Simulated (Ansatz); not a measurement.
# GaSb (F-43m) in Ansatz: a series of runs

Aim: see how the results for GaSb move with the level of theory and the settings. Levels: SVWN5, PBE. Tasks: band structure, single point, equation of state.

All numbers are computed with Ansatz 0.2.0; they aren't measurements. Logs are shortened: lines on timing, memory, paths and dates and some standing lists are left out, and cuts for length are marked.

**Experimental background.**

A printed reference work, data compilation reports, for a bulk crystal of GaSb at 4.2 K: band gap 0.811 eV (direct).

The runs below are set against these values where they give the same quantity.

## (1) The structure

Symmetry: F-43m, No. 216, cubic system. Conventional cell: a = 6.118 Å, b = 6.118 Å, c = 6.118 Å, α = 90.00°, β = 90.00°, γ = 90.00°. Sb (site symmetry -43m) is surrounded by 4 Ga at 2.65 Å. Ga (site symmetry -43m) is surrounded by 4 Sb at 2.65 Å.

## (2) Band structure, SVWN5

input.yaml reads:

```yaml
crystal:
  lattice:
    - [0.0, 3.059, 3.059]
    - [3.059, 0.0, 3.059]
    - [3.059, 3.059, 0.0]
  atoms:
    - { symbol: Sb, position: [0.75, 0.75, 0.75] }
    - { symbol: Ga, position: [0.0, 0.0, 0.0] }
hamiltonian:
  xc: { exchange: slater, correlation: vwn5 }
  pseudopotentials: { kind: paw }
kpoints:
  mp_grid: { grid: [8, 8, 8] }
  band_path:
    path:
      - [[0.0, 0.0, 0.0], [0.5, 0.0, 0.5], [0.5, 0.25, 0.75], [0.375, 0.375, 0.75], [0.0, 0.0, 0.0], [0.5, 0.5, 0.5], [0.625, 0.25, 0.625], [0.5, 0.25, 0.75], [0.5, 0.5, 0.5], [0.375, 0.375, 0.75]]
      - [[0.625, 0.25, 0.625], [0.5, 0.0, 0.5]]
    npoints: 14
scf:
  occupations: { method: fermi_dirac, width: 0.05 }
  n_extra_bands: 6
output:
  forces: true
  stress: true
  eigenvalues: true
  fatbands: true
```

Potentials or basis: Ansatz PAW.

Started as:

```sh
> ansatz run input.yaml --threads 2 --pin off --max-ram 5120MiB --backend cpu --events-out ev --progress --plain --runs-dir out
```

What it wrote:

```text
Warning: RAYON_NUM_THREADS=2 ignored (pool sized by the plan → 2); use --threads N
scf.n_extra_bands = 6 over 14 filled bands (N_el = 28.0): the run solves 20 bands
Engine: ansatz 0.2.0, aarch64-unknown-linux-gnu
Pseudopotentials: kind: paw
Pseudopotential: Sb, paw, valence charge 15, recommended cutoff 420 eV (normal), Sb.paw.azcp
Pseudopotential: Ga, paw, valence charge 13, recommended cutoff 420 eV (normal), Ga.paw.azcp
Functional definition: unnamed
  exchange = slater_x
  correlation = vwn5_c
Crystal: 2 atoms, lattice volume = 57.249 Å³
Basis set: ecut = 420 eV, 1139 PW (Γ)
Bands: 20, of which v1, the nominal top of the filled ones, is band 14 counted from 1 (13 counted from 0)
Symmetry: 24 space group operations
Space group: F-43m (ITA 216), of the structure as read, at distance tolerance 3.9e-5 Å
k-points: 29 of 512 (time reversal used)
Non-local potential: Sb, projectors of the file, l = 0: 2, l = 1: 2, l = 2: 2, l = 3: 2
Non-local potential: Ga, projectors of the file, l = 0: 2, l = 1: 2, l = 2: 3, l = 3: 1
PAW form: soft (Blöchl's): semilocal exchange-correlation on the pseudo side does not see the compensation charge
PAW frozen core: Sb, regenerated for the run's functional, and the local potential with it (the file was generated under x = pbe(κ = 0.804, μ = 0.2195149727645171), c = pbe(β = 0.06672455060314922))
PAW frozen core: Ga, regenerated for the run's functional, and the local potential with it (the file was generated under x = pbe(κ = 0.804, μ = 0.2195149727645171), c = pbe(β = 0.06672455060314922))
PAW one-centre angular grid: Sb, 590 points (default); XC on 64 Gauss nodes
PAW one-centre angular grid: Ga, 590 points (default); XC on 64 Gauss nodes
Initial density: superposition of atomic densities (neutral atoms: chi_scale 0, normalization atom), corrected by the library's trained network
Initial wavefunctions: pseudopotential atomic-orbital guess
Functional: x = slater, c = vwn5
SCF iter   1: F=—  HF=-10043.956960 eV  |F-HF|=—  |Δ(HF+E_count)|=         —  Δρ=5.65e-3  dr2=8.65e-3  ethr=1.77e-3  ⟨swp⟩=6.3  Hψ=3092  notcnv=0
preconditioner: auto → none  [insulator: Δε(μ)=0.267 eV  Ē_g=16.102 eV  σ=0.050 eV  W_gap=0.66  n_scr=14 (ndim 8)  ℏωp=20.8 eV  f_vac=0.091  D(μ)=0.06/eV (n_scr^D=0)  ε∞_Penn≈2.7]
SCF iter   2: F=—  HF=-10043.953317 eV  |F-HF|=—  |Δ(HF+E_count)|=   3.64e-3  Δρ=2.47e-3  dr2=1.23e-3  ethr=3.09e-5  ⟨swp⟩=2.8  Hψ=1306  notcnv=0  defer=23
SCF iter   3: F=—  HF=-10043.953330 eV  |F-HF|=—  |Δ(HF+E_count)|=   1.35e-5  Δρ=6.31e-4  dr2=2.12e-4  ethr=4.39e-6  ⟨swp⟩=2.1  Hψ=756  notcnv=0  defer=23
SCF iter   4: F=—  HF=-10043.953245 eV  |F-HF|=—  |Δ(HF+E_count)|=   8.55e-5  Δρ=2.21e-4  dr2=1.31e-5  ethr=7.58e-7  ⟨swp⟩=2.0  Hψ=799  notcnv=0  defer=23
SCF iter   5: F=—  HF=-10043.953247 eV  |F-HF|=—  |Δ(HF+E_count)|=   2.16e-6  Δρ=2.50e-5  dr2=3.10e-7  ethr=4.66e-8  ⟨swp⟩=2.0  Hψ=738  notcnv=0  defer=23
SCF iter   6: F=-10043.953247 eV  HF=-10043.953247 eV  |F-HF|=4.85e-9  |Δ(HF+E_count)|=   1.46e-8  Δρ=4.67e-6  dr2=9.11e-9  ethr=3.57e-10  ⟨swp⟩=8.8  Hψ=3039  notcnv=0
SCF 1 converged in 6 iterations: F = -10043.953247 eV  dr2 = 9.11e-9
NSCF: frozen V_eff on 142 k-points
SCF converged after 6 iterations
Free energy (F): -10043.953247 eV
Harris-Foulkes:  -10043.953247 eV  (|F-HF|=4.85e-9)
Internal energy: -10043.952734 eV  (E = F + TS)
E sigma→0 (E₀):  -10043.952990 eV
Entropy (-TS):   -0.000513 eV (-0.257 meV/atom)
Fermi energy:    7.420990 eV
--- Per-component energies (eV) ---
  E_band       = -270.664080
  E_kinetic    = 324.767029
  E_local      = -3923.435725  (includes V_loc(G=0)·N_el)
  E_nonlocal   = 793.171660
  E_hartree    = 1800.484370
  E_xc         = -206.625174
  E_vxc        = -155.833825  (∫ρ·V_xc dr)
  E_paw        = -6340.684251  (= ΣΔE_a)
  E_vpaw       = -910.307856  (= ΣTr[D̂ρ^β])
  E_aug_tail   = -0.000107  (compensation charges beyond the density's cutoff)
  E_ewald      = -2493.919138
  E_core_change = 2.288603  (= ΣΔE_core)
  E_smearing   = -0.000513  (= −TS)
  E_closure    = -0.000000  (closes the sum)
  Σ components = -10043.953247   (vs F -10043.953247, Δ=0.00e0)
--- Forces (eV/Å), atoms counted from 1 ---
  atom   1  Sb     0.00000000     0.00000000     0.00000000
  atom   2  Ga    -0.00000000     0.00000000     0.00000000
  max |Σ_I F_I| component: 7.40e-17 eV/Å
--- Stress (GPa, compression-positive) ---
       -1.767119      -0.000000       0.000000
        0.000000      -1.767119       0.000000
       -0.000000       0.000000      -1.767119
  P = ⅓ Tr σ = -1.7671 GPa (-17.671 kbar)
--- Band table (eV; the first three rows and the last of 29) ---
  k-point 0: bands = ["-21.3006", "-21.3006", "-21.3006", "-21.2797", "-21.2797", "-7.7260", "-7.7260", "-7.7260", "-7.6770", "-7.6770", "-4.1540", "7.2039", "7.3833", "7.3833", "7.3833", "10.1574", "10.1574", "10.1574", "12.9947", "16.2126"]
  k-point 1: bands = ["-21.3005", "-21.3002", "-21.3002", "-21.2796", "-21.2796", "-7.7303", "-7.7241", "-7.7241", "-7.6772", "-7.6772", "-3.9946", "5.2985", "7.1315", "7.1315", "8.2975", "10.5018", "10.5018", "10.7506", "13.8537", "15.2948"]
  k-point 2: bands = ["-21.3003", "-21.2992", "-21.2992", "-21.2794", "-21.2794", "-7.7404", "-7.7199", "-7.7199", "-7.6776", "-7.6776", "-3.5414", "3.3016", "6.6851", "6.6851", "8.0741", "11.0178", "11.0178", "12.4711", "14.4466", "15.0606"]
  k-point 28: bands = ["-21.3000", "-21.2983", "-21.2946", "-21.2802", "-21.2778", "-7.7659", "-7.7078", "-7.7031", "-7.6828", "-7.6778", "-1.6871", "0.6735", "4.0320", "4.2525", "10.9988", "11.6496", "11.7268", "12.1092", "17.2438", "17.5458"]
```

Wall time 7.1 s (2 threads of Arm Neoverse V1, shared host); peak memory 0.34 GiB.

What came out:

```
Free energy            : -10043.9532 eV
Pressure               : -1.8 GPa
Band gap on the k mesh : none (metal or under the smearing width)
```

Levels at the corners of the path, in eV from the Fermi level:
```tsv
point	band 10	band 11	band 12	band 13	band 14	band 15	band 16	band 17	band 18	band 19
Γ	-15.10	-11.57	-0.22	-0.04	-0.04	-0.04	2.74	2.74	2.74	5.57
X	-15.10	-9.15	-6.88	-2.60	-2.60	0.81	1.14	8.59	8.59	9.89
W	-15.10	-9.11	-6.75	-3.39	-3.17	3.58	4.23	4.31	4.69	9.82
K	-15.10	-9.21	-6.70	-3.65	-2.22	1.30	3.78	6.48	6.76	7.44
Γ	-15.10	-11.57	-0.22	-0.04	-0.04	-0.04	2.74	2.74	2.74	5.57
L	-15.10	-9.96	-6.44	-1.19	-1.19	0.24	3.71	3.71	6.30	9.17
U	-15.10	-9.21	-6.70	-3.65	-2.22	1.30	3.78	6.48	6.76	7.44
W	-15.10	-9.11	-6.75	-3.39	-3.17	3.58	4.23	4.31	4.69	9.82
L	-15.10	-9.96	-6.44	-1.19	-1.19	0.24	3.71	3.71	6.30	9.17
K	-15.10	-9.21	-6.70	-3.65	-2.22	1.30	3.78	6.48	6.76	7.44
U	-15.10	-9.21	-6.70	-3.65	-2.22	1.30	3.78	6.48	6.76	7.44
X	-15.10	-9.15	-6.88	-2.60	-2.60	0.81	1.14	8.59	8.59	9.89
```

Caveat: spin-orbit coupling is left out, which moves the levels of the heavy elements; the PAW data sets come from PBE, with cores solved anew for the run's functional, which leaves a small shift of forces and pressure; this crystal is a semiconductor, whose small gap the functional closes, so the metal is an error of the method.

## (3) Single point, PBE, 26.91 Å³/atom (volume scaled by 0.94)

input.yaml reads:

```yaml
crystal:
  lattice:
    - [0.0, 2.9965539066, 2.9965539066]
    - [2.9965539066, 0.0, 2.9965539066]
    - [2.9965539066, 2.9965539066, 0.0]
  atoms:
    - { symbol: Sb, position: [0.75, 0.75, 0.75] }
    - { symbol: Ga, position: [0.0, 0.0, 0.0] }
hamiltonian:
  xc: pbe
  pseudopotentials: { kind: paw, core: small }
kpoints:
  mp_grid: { grid: [8, 8, 8] }
scf:
  occupations: { method: fermi_dirac, width: 0.05 }
output:
  forces: true
  stress: true
  eigenvalues: true
  write_density: true
  write_potential: true
  elf: true
  volumetric_format: npy
```

Potentials or basis: Ansatz PAW.

Started as:

```sh
> ansatz run input.yaml --threads 2 --pin off --max-ram 5120MiB --backend cpu --events-out ev --progress --plain --runs-dir out
```

Run time: 1.9 s. Hardware: 2 threads of Arm Neoverse V1, shared host; peak memory 0.34 GiB.

Results (log left out):

| Quantity | Value |
| --- | --- |
| Free energy | -10267.7250 eV |
| Pressure | 6.3 GPa |
| Band gap on the k mesh | 0.48 eV, direct |

Caveat: spin-orbit coupling is left out, which moves the levels of the heavy elements.

## (4) Single point, PBE, 27.48 Å³/atom (volume scaled by 0.96)

input.yaml reads:

```yaml
crystal:
  lattice:
    - [0.0, 3.0176570942, 3.0176570942]
    - [3.0176570942, 0.0, 3.0176570942]
    - [3.0176570942, 3.0176570942, 0.0]
  atoms:
    - { symbol: Sb, position: [0.75, 0.75, 0.75] }
    - { symbol: Ga, position: [0.0, 0.0, 0.0] }
hamiltonian:
  xc: pbe
  pseudopotentials: { kind: paw, core: small }
kpoints:
  mp_grid: { grid: [8, 8, 8] }
scf:
  occupations: { method: fermi_dirac, width: 0.05 }
output:
  forces: true
  stress: true
  eigenvalues: true
```

Started as:

```sh
> ansatz run input.yaml --threads 2 --pin off --max-ram 5120MiB --backend cpu --events-out ev --progress --plain --runs-dir out
```

It took 1.4 s on 2 threads of Arm Neoverse V1, shared host; peak memory 0.34 GiB.

The run converged. Its results:

* Free energy: -10267.7643 eV
* Pressure: 4.8 GPa
* Band gap on the k mesh: 0.33 eV, direct

Caveat: spin-orbit coupling is left out, which moves the levels of the heavy elements.

## (5) Single point, PBE, 28.05 Å³/atom (volume scaled by 0.98)

Changes to input.yaml since step 4:

```diff
@@ -2,5 +2,5 @@
   lattice:
-    - [0.0, 3.0176570942, 3.0176570942]
-    - [3.0176570942, 0.0, 3.0176570942]
-    - [3.0176570942, 3.0176570942, 0.0]
+    - [0.0, 3.0384691801, 3.0384691801]
+    - [3.0384691801, 0.0, 3.0384691801]
+    - [3.0384691801, 3.0384691801, 0.0]
   atoms:
```

Started as:

```sh
> ansatz run input.yaml --threads 2 --pin off --max-ram 5120MiB --backend cpu --events-out ev --progress --plain --runs-dir out
```

It took 1.5 s on 2 threads of Arm Neoverse V1, shared host; peak memory 0.34 GiB.

Results (log left out):

```yaml
Free_energy: -10267.7938 eV
Pressure: 3.5 GPa
Band_gap_on_the_k_mesh: 0.18 eV, direct
```

Caveat: spin-orbit coupling is left out, which moves the levels of the heavy elements.

## (6) Single point, PBE, 28.62 Å³/atom

Changes to input.yaml since step 5:

```diff
@@ -2,5 +2,5 @@
   lattice:
-    - [0.0, 3.0384691801, 3.0384691801]
-    - [3.0384691801, 0.0, 3.0384691801]
-    - [3.0384691801, 3.0384691801, 0.0]
+    - [0.0, 3.059, 3.059]
+    - [3.059, 0.0, 3.059]
+    - [3.059, 3.059, 0.0]
   atoms:
```

Potentials or basis: Ansatz PAW.

Started as:

```sh
> ansatz run input.yaml --threads 2 --pin off --max-ram 5120MiB --backend cpu --events-out ev --progress --plain --runs-dir out
```

Run time: 1.5 s. Hardware: 2 threads of Arm Neoverse V1, shared host; peak memory 0.34 GiB.

The run converged. Its results:

```
Free energy            : -10267.8145 eV
Pressure               : 2.3 GPa
Band gap on the k mesh : none (metal or under the smearing width)
```

## (7) Single point, PBE, 29.20 Å³/atom (volume scaled by 1.02)

Changes to input.yaml since step 6:

```diff
@@ -2,5 +2,5 @@
   lattice:
-    - [0.0, 3.059, 3.059]
-    - [3.059, 0.0, 3.059]
-    - [3.059, 3.059, 0.0]
+    - [0.0, 3.0792588685, 3.0792588685]
+    - [3.0792588685, 0.0, 3.0792588685]
+    - [3.0792588685, 3.0792588685, 0.0]
   atoms:
```

Started as:

```sh
> ansatz run input.yaml --threads 2 --pin off --max-ram 5120MiB --backend cpu --events-out ev --progress --plain --runs-dir out
```

Run time: 1.5 s. Hardware: 2 threads of Arm Neoverse V1, shared host; peak memory 0.34 GiB.

The run converged. Its results:

| Quantity | Value |
| --- | --- |
| Free energy | -10267.8274 eV |
| Pressure | 1.3 GPa |
| Band gap on the k mesh | none (metal or under the smearing width) |

## (8) Single point, PBE, 29.77 Å³/atom (volume scaled by 1.04)

Changes to input.yaml since step 7:

```diff
@@ -2,5 +2,5 @@
   lattice:
-    - [0.0, 3.0792588685, 3.0792588685]
-    - [3.0792588685, 0.0, 3.0792588685]
-    - [3.0792588685, 3.0792588685, 0.0]
+    - [0.0, 3.0992546163, 3.0992546163]
+    - [3.0992546163, 0.0, 3.0992546163]
+    - [3.0992546163, 3.0992546163, 0.0]
   atoms:
```

Started as:

```sh
> ansatz run input.yaml --threads 2 --pin off --max-ram 5120MiB --backend cpu --events-out ev --progress --plain --runs-dir out
```

It took 1.5 s on 2 threads of Arm Neoverse V1, shared host; peak memory 0.34 GiB.

The run converged. Its results:

| Property | Result |
| --- | --- |
| Free energy | -10267.8333 eV |
| Pressure | 0.4 GPa |
| Band gap on the k mesh | none (metal or under the smearing width) |

## (9) Single point, PBE, 30.34 Å³/atom (volume scaled by 1.06)

Changes to input.yaml since step 8:

```diff
@@ -2,5 +2,5 @@
   lattice:
-    - [0.0, 3.0992546163, 3.0992546163]
-    - [3.0992546163, 0.0, 3.0992546163]
-    - [3.0992546163, 3.0992546163, 0.0]
+    - [0.0, 3.1189956238, 3.1189956238]
+    - [3.1189956238, 0.0, 3.1189956238]
+    - [3.1189956238, 3.1189956238, 0.0]
   atoms:
@@ -19 +19,5 @@
   eigenvalues: true
+  write_density: true
+  write_potential: true
+  elf: true
+  volumetric_format: npy
```

Potentials or basis: Ansatz PAW.

Started as:

```sh
> ansatz run input.yaml --threads 2 --pin off --max-ram 5120MiB --backend cpu --events-out ev --progress --plain --runs-dir out
```

Run time: 2.4 s. Hardware: 2 threads of Arm Neoverse V1, shared host; peak memory 0.35 GiB.

Results (log left out):

```
Free energy            : -10267.8327 eV
Pressure               : -0.5 GPa
Band gap on the k mesh : none (metal or under the smearing width)
```

## (10) Equation of state, PBE

Potentials or basis: Ansatz PAW small core.

This step only gathers the single runs of the series.

What came out:

| Property | Result |
| --- | --- |
| Equilibrium volume | 30.01 Å³/atom |
| Bulk modulus | 44 GPa |
| Pressure derivative of the bulk modulus | 4.7 (rough: it moves with the points fitted) |

Energy against volume, from the lowest point:
| volume (Å³/atom) | energy (meV/atom) |
| --- | --- |
| 26.907 | 54.18 |
| 27.480 | 34.48 |
| 28.052 | 19.75 |
| 28.625 | 9.40 |
| 29.197 | 2.93 |
| 29.770 | 0.00 |
| 30.342 | 0.28 |

Spin-orbit coupling is left out, which matters for the levels of Sb. PBE usually gives volumes a little too large and moduli too small.

## (11) How close it comes

Step 2. Measured gap of GaSb: 0.811 eV (direct; 4.2 K; a printed reference work, data compilation). This calculation gives 0.00 eV (-0.81 eV). Spin-orbit coupling on Ga, Sb is left out. The value is that of SVWN5 on a finite k mesh, which can miss the band edges, without temperature or zero-point motion.
